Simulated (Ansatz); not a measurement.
Here is an Ansatz 0.2.0 calculation.

input.yaml

```yaml
crystal:
  lattice:
    - [0.0, 1.9156, 1.9156]
    - [1.9156, 0.0, 1.9156]
    - [1.9156, 1.9156, 0.0]
  atoms:
    - { symbol: Ir, position: [0.0, 0.0, 0.0] }
kpoints:
  mp_grid: { grid: [12, 12, 12] }
scf:
  occupations: { method: gaussian, width: 0.013 }
hamiltonian:
  xc: pbe
  pseudopotentials: { kind: all_electron, lapw: { basis_error: 0.001 } }
output:
  forces: true
  stress: true
  eigenvalues: true
```

Potentials or basis: all-electron LAPW, scalar-relativistic.

The run is started by

```console
$ ansatz run input.yaml --threads 1 --pin off --max-ram 3072MiB --backend cpu --events-out ev --progress --plain --runs-dir out
```

Predict the pressure.

11.0 GPa.

Predict the band gap on the k mesh.

none (metal or under the smearing width).

The run has no spin-orbit coupling, so splittings on Ir are missing.
